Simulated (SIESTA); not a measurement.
Wanted: the native input for a SIESTA 5.4.2 run.

| Property | Result |
| --- | --- |
| Task | relaxation of cell and atoms |
| Functional | PBEsol |
| Potentials or basis | PseudoDojo 0.4 standard (PBEsol files) |
| Basis | DZP (energy shift 0.003 Ry) |
| Grid cutoff | 500 Ry |
| Energy shift | 0.003 Ry |
| k mesh | 8 × 8 × 8 |
| Occupations | fermi-dirac, width 0.05 eV |
| Spin | no spin polarisation |
| optimiser | Broyden |
| force tolerance | 0.01 eV/Å |
| stress tolerance (GPa) | 0.05 |

Crystal: BP.

```
CELL_PARAMETERS angstrom
0.00000 2.26900 2.26900
2.26900 0.00000 2.26900
2.26900 2.26900 0.00000
ATOMIC_POSITIONS crystal
P 0.75000 0.75000 0.75000
B 0.00000 0.00000 0.00000
```

One way to write it, as run:

BP.fdf

```
SystemName                      BP
SystemLabel                     BP
NumberOfSpecies                 2
NumberOfAtoms                   2
%block ChemicalSpeciesLabel
  1  15 P
  2   5 B
%endblock ChemicalSpeciesLabel

LatticeConstant                 1.0 Ang
%block LatticeVectors
     0.0000000000     2.2690000000     2.2690000000
     2.2690000000     0.0000000000     2.2690000000
     2.2690000000     2.2690000000     0.0000000000
%endblock LatticeVectors
AtomicCoordinatesFormat         Fractional
%block AtomicCoordinatesAndAtomicSpecies
     0.7500000000     0.7500000000     0.7500000000  1  P
     0.0000000000     0.0000000000     0.0000000000  2  B
%endblock AtomicCoordinatesAndAtomicSpecies

%block kgrid.MonkhorstPack
    8   0   0  0.0
    0   8   0  0.0
    0   0   8  0.0
%endblock kgrid.MonkhorstPack
XC.Functional                   GGA
XC.Authors                      PBEsol
PAO.BasisSize                   DZP
PAO.EnergyShift                 0.003 Ry
Mesh.Cutoff                     500 Ry
OccupationFunction              FD
ElectronicTemperature           0.05 eV
MaxSCFIterations                120
SCF.MustConverge                false
SCF.Mixer.Method                Pulay
SCF.Mixer.Weight                0.25
SCF.Mixer.History               8
SCF.DM.Tolerance                5.0e-05
SCF.H.Tolerance                 1.0e-03 eV
WriteForces                     true
Charge.Mulliken                 end
MD.TypeOfRun                    Broyden
MD.Steps                        40
MD.MaxForceTol                  0.01 eV/Ang
MD.MaxDispl                     0.1 Ang
WriteCoorStep                   true
AtomCoorFormatOut               Fractional
MD.VariableCell                 true
MD.MaxStressTol                 0.05 GPa
```

Potentials or basis: PseudoDojo 0.4 standard (PBEsol files), DZP (energy shift 0.003 Ry).

Command:

```bash
$ siesta BP.fdf > BP.out 2>&1
```

Results of the run:

The relaxed volume is 11.79 Å³/atom and the relaxed cell is a = 3.219 Å, b = 3.219 Å, c = 3.219 Å, α = 60.00°, β = 60.00°, γ = 60.00°. The space group after relaxing (to 0.05 Å) is F-43m (No. 216), the energy gained by relaxing is 0.5 meV/atom and the ionic steps are 3. The pressure after relaxing is 0.0 GPa and the band gap on the k mesh is 1.20 eV, indirect (least direct gap 3.36 eV).

Caveat: the basis of atomic orbitals isn't converged, which shifts pressures, moduli and gaps.

Wall time 54 s on 1 thread of Intel(R) Xeon(R) Platinum 8488C (Sapphire Rapids), on a shared host, peak memory 0.22 GiB.
